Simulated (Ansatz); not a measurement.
## Pt: zone-centre modes

All numbers below come from Ansatz, DFT PBEsol, scalar-relativistic, plane waves, PAW. The runs took a 420 eV cutoff, a Γ-centred 22×14×14 mesh and Gaussian smearing (0.15 eV). Spin–orbit coupling is left out, which can shift energies with elements as heavy as these. No spin polarisation.

Reference structure (relaxed at this level; this form isn't the usual structure):

```
Pt
1.0
    -2.72517    0.00000    0.00000
     0.00000    0.00000   -4.70681
     0.00000   -4.72013    0.00000
Pt
4
Direct
  0.00000 0.25000 0.33333
  0.50000 0.25000 0.83333
  0.50000 0.75000 0.16667
  0.00000 0.75000 0.66667
```

Harmonic modes by finite displacements of 0.02 Å, without the LO–TO term. The cell doubles the primitive one, so its zone centre also holds the primitive cell's point q = (0, 1/2, 0).

Question: At this geometry, is the structure stable against these modes?

Answer: No: 2 modes are unstable, the strongest at 16i cm⁻¹.

Question: List the wavenumbers in cm⁻¹.

Answer: 16i, 12i, 0, 0, 0, 70, 100, 110, 123, 174, 180, 192.

Cost: 1 run of about 3.4 core-minutes, on AMD EPYC 9R45 (Zen 5) (shared hosts).